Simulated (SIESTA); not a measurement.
Runs of SIESTA 5.4.2 on ZnSe (Stilleite). Symmetry: F-43m, No. 216, cubic system. Conventional cell: a = 5.668 Å, b = 5.668 Å, c = 5.668 Å, α = 90.00°, β = 90.00°, γ = 90.00°. Se (site symmetry -43m) is surrounded by 4 Zn at 2.45 Å. Zn (site symmetry -43m) is surrounded by 4 Se at 2.45 Å. 

```tsv
potentials or basis	spin	energy shift	gap on the mesh (eV)	pressure (GPa)
PseudoDojo 0.4 standard (PBE files), TZP (energy shift 0.01 Ry)	off	0.01 Ry	(a)	1.1
PseudoDojo 0.4 standard (PBE files), DZP (energy shift 0.003 Ry; two zetas on semicore shells)	off	0.003 Ry	1.59	2.4
PseudoDojo 0.4 standard (PBE files, fully relativistic), DZP (energy shift 0.003 Ry; two zetas on semicore shells)	non-collinear, zero start, SOC	0.003 Ry	1.47	(b)
PseudoDojo 0.4 standard (PBE files), TZDP (energy shift 0.01 Ry)	off	0.01 Ry	1.56	1.1
```

Alike in all rows: task band structure; level PBE; cell as given; k mesh 8 × 8 × 8; smearing fermi-dirac 0.05 eV; grid cutoff 800 Ry.

Fill in the values left out.

(a) 1.51; (b) 2.5.

Caveats: the valence orbitals were made in a potential fitted to the semicore shell under them, which widens gaps by tenths of an eV or more; the basis of atomic orbitals isn't converged, which shifts pressures, moduli and gaps; semicore shells carry a single zeta, which can move pressures by several GPa and volumes by a few percent (some runs); short orbitals over semicore shells can move pressures by several GPa (some runs).

A k mesh can miss the band edges, and rows without SOC leave out spin-orbit coupling on Se.
